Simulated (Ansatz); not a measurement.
A relaxed cell of MoS2 is given with its symmetry left out. The cell was found from a structure generator's guess, not taken from experiment.

Computed with Ansatz, DFT PBE, scalar-relativistic, plane waves, PAW. Cutoff 420 eV, Γ-centred mesh, Gaussian smearing, no spin polarisation.

```
Mo S
1.0
     1.77183   -1.84134    0.00000
     1.77183    1.84134    0.00000
     0.00000    0.00000    9.32984
Mo S
1 2
Cartesian
  0.0000 0.0000 0.0000
  0.0000 0.0000 6.8662
  0.0000 0.0000 2.4637
```

Formation energies are uncorrected and refer to the elements' standard structures at the same level.

**Question.** What space group does it have?

**Answer.** Cmmm (No. 65). Conventional cell: a = 3.544 Å, b = 3.683 Å, c = 9.330 Å. Mo has 2 S at 2.46 Å and 4 Mo at 2.56 Å; S has 1 Mo at 2.46 Å and 4 S at 2.56 Å.

**Question.** What is its formation energy per atom?

**Answer.** +0.39 eV/atom. It can't be a ground state, since the elements alone are lower.

**Question.** Is it a metal?

**Answer.** Yes, bands cross the Fermi level on the 18×18×6 mesh.

The last run used an 18×18×6 mesh (in the run's order of axes) for its 3-atom cell and Gaussian smearing of 0.10 eV. No dispersion correction is applied, so the spacing and binding between layers, chains or molecules are poorly described. The reference form of S is held partly by dispersion forces, which this level lacks. Symmetry constrained the relaxation, so the result can be a saddle point. Another cell of MoS2 relaxed alike, in P6_3/mmc (a cell as deposited in COD), lies 1.28 eV/atom lower, so this cell isn't the stable form at this level.
